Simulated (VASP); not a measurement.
# W: elastic constants with PBE

Crystal: W.

```
CELL_PARAMETERS angstrom
-1.59242 1.59242 1.59242
1.59242 -1.59242 1.59242
1.59242 1.59242 -1.59242
ATOMIC_POSITIONS crystal
W 0.00000 0.00000 0.00000
```

The cell was built by a generator and needn't be a form met in nature.

```
Program                   : VASP 6.6.1
Task                      : elastic constants
Functional                : PBE
Potentials or basis       : VASP PAW PBE potentials, release 64 (W_sv)
Cutoff                    : 600 eV
k mesh                    : 16 × 16 × 16
Occupations               : fermi-dirac, width 0.05 eV
Spin                      : no spin polarisation
Ions in elastic constants : relaxed
Further INCAR settings    : ALGO = Normal; EDIFF = 1e-08; IBRION = 6; POTIM = 0.015; NSW = 1; ISIF = 3
```

```
Elastic constants C11, C12, C44 : 497, 206, 128 GPa
Voigt bulk modulus              : 303 GPa
```

Elastic tensor in Voigt notation (GPa, in the Cartesian axes of the cell as first typed):
```
497 206 206   0   0   0
206 497 206   0   0   0
206 206 497   0   0   0
  0   0   0 128   0   0
  0   0   0   0 128   0
  0   0   0   0   0 128
```

Clamped-ion elastic tensor (GPa):
```
497 206 206   0   0   0
206 497 206   0   0   0
206 206 497   0   0   0
  0   0   0 128   0   0
  0   0   0   0 128   0
  0   0   0   0   0 128
```

It took 12 min on 4 MPI ranks on AMD EPYC 7R43 64-Core Processor (Zen 3) (shared host), peak memory 0.5 GiB a rank.

Spin-orbit coupling is left out, which matters for the levels of W.
